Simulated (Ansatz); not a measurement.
Runs of Ansatz 0.2.0 on Gd. The structure is hexagonal, space group P6_3/mmc (No. 194). Conventional cell: a = 3.636 Å, b = 3.636 Å, c = 5.783 Å, α = 90.00°, β = 90.00°, γ = 120.00°. Gd (site symmetry -6m2) has 12 Gd at 3.57 to 3.64 Å as nearest neighbours. 

| fixed moment (μB) | pressure (GPa) | moment (μB) |
| --- | --- | --- |
| 7.0 | (a) | 7.00 |
| 10.5 | 3.5 | 10.50 |
| 17.5 | 2.9 | 17.50 |
| 21.0 | 3.1 | 21.00 |
| 3.5 | (b) | 3.50 |

Alike in all rows: task single point; level PBE; potentials or basis Ansatz PAW; spin collinear, ferromagnetic start; cell as given; k mesh 7 × 7 × 4; cutoff (eV) 420; smearing fermi-dirac 0.05 eV.

Problem. Fill in the values left out.

Solution. (a) 5.7; (b) 4.0.

Caveats: the total moment is fixed, so each spin has its own Fermi level; the thresholds are loose for stress.
